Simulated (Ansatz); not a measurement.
The system is MgS (Niningerite).

```xyz
2
Lattice="0.0000 2.6016 2.6016 2.6016 0.0000 2.6016 2.6016 2.6016 0.0000" Properties=species:S:1:pos:R:3 pbc="T T T"
S     2.6016    2.6016    2.6016
Mg    0.0000    0.0000    0.0000
```

Base run:

| Item | Value |
| --- | --- |
| Program | Ansatz 0.2.0 |
| Functional | PBE |
| Potentials or basis | all-electron LAPW, scalar-relativistic |
| Cutoff | 184 eV |
| Density cutoff | 735 eV |
| Basis error allowed | 0.001 eV/atom |
| k mesh | 9 × 9 × 9 |
| Occupations | fermi-dirac, width 0.05 eV |
| Spin | no spin polarisation |

Its results: band gap on the k mesh 2.92 eV, indirect (least direct gap 3.72 eV); pressure 1.2 GPa.

Task: After a change of settings the same cell gave: band gap on the k mesh 2.83 eV, indirect (least direct gap 3.59 eV); pressure -1.0 GPa. Which change was it?
A. potentials or basis from all-electron LAPW, scalar-relativistic to all-electron PAW datasets made for the crystal; k mesh from 9 × 9 × 9 to 6 × 6 × 6
B. functional from PBE to PBEsol
C. functional from PBE to LDA

Result: B.

PBEsol binds more tightly than PBE, so the same cell stands under less pressure.

Caveats: an odd mesh through Γ misses points on the zone boundary, where band edges often lie.

Not every run made on this cell is shown here.
